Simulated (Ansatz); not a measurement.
TaN:

```
Ta N
1.0
     0.00000    2.21132    2.21132
     2.21132    0.00000    2.21132
     2.21132    2.21132    0.00000
Ta N
1 1
Direct
  0.50000 0.50000 0.50000
  0.00000 0.00000 0.00000
```

The cell comes from a database or a generator and needn't be the stable form of this composition.

| Item | Value |
| --- | --- |
| Program | Ansatz 0.2.0 |
| Task | relaxation of cell and atoms |
| Functional | revPBE |
| Dispersion | D3(BJ) |
| Potentials or basis | all-electron LAPW, scalar-relativistic |
| Basis error allowed | 0.001 eV/atom |
| k mesh | 10 × 10 × 10 |
| Occupations | fermi-dirac, width 0.05 eV |
| Spin | no spin polarisation |

At the start: volume 10.81 Å³/atom.

**Question.** How do energy, volume and symmetry change on relaxing?

**Answer.** Over 5 steps the energy falls by 13.7 meV/atom and the volume is 10.44 Å³/atom (-3.4 %); space group Fm-3m (No. 225, to 0.05 Å).

The path:
```tsv
step	energy change (eV)	largest force (eV/Å)	volume (Å³)
1	0.0000	0.0000	21.63
2	-0.0222	0.0000	20.57
3	-0.0273	0.0000	20.90
4	-0.0273	0.0000	20.88
5	-0.0273	0.0000	20.88
```

Final structure:
```
Ta N
1.0
     0.00000    2.18563    2.18563
     2.18563    0.00000    2.18563
     2.18563    2.18563    0.00000
Ta N
1 1
Direct
  0.50000 0.50000 0.50000
  0.00000 0.00000 0.00000
```
